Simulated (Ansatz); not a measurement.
# Equation of state of Sn under r2SCAN+D3(BJ)

```
Sn
1.0
     0.00000    3.23334    3.23334
     3.23334    0.00000    3.23334
     3.23334    3.23334    0.00000
Sn
2
Cartesian
  4.8500 4.8500 4.8500
  3.2333 3.2333 3.2333
```

This isn't the form of Sn at room conditions, which is tetragonal (white tin).

The cell was scaled at fixed shape and fractions and run with Ansatz, Ansatz PAW, cutoff 500 eV; r2SCAN+D3(BJ), k mesh 7 × 7 × 7 on the cell of 2 atoms, fermi-dirac occupations of 0.05 eV, no spin polarisation, no spin-orbit coupling. The potentials were made for PBE. Energies are those that the program minimises, any entropy of the smearing included. For a metal such a mesh isn't converged to the digits shown.

```csv
V (Å³/atom),energy over the lowest row (meV/atom)
31.7748,46.43
32.4509,?
33.1269,13.74
33.8030,4.93
34.4791,0.51
35.1551,0.00
35.8312,2.97
```

Fit the third-order Birch-Murnaghan form, give V0, B0 and B′, and predict the energy left open.

With y = (V0/V)^(2/3), E = E0 + (9 V0 B0/16) [(y - 1)³ B′ + (y - 1)² (6 - 4y)]. Least squares through the rows shown give V0 = 34.9103 Å³/atom, E0 = -0.25 meV, B0 = 44.60 GPa (1 eV/Å³ = 160.218 GPa) and B′ = 4.57, with a largest miss of 0.01 meV. At V = 32.4509 the form with these constants gives 27.37 meV; the run gave 27.42 meV an atom. Measured volume: 34.16 Å³/atom at 300 K (a printed reference work), so the fit lies +2.2 % from it. The runs are for a static lattice.
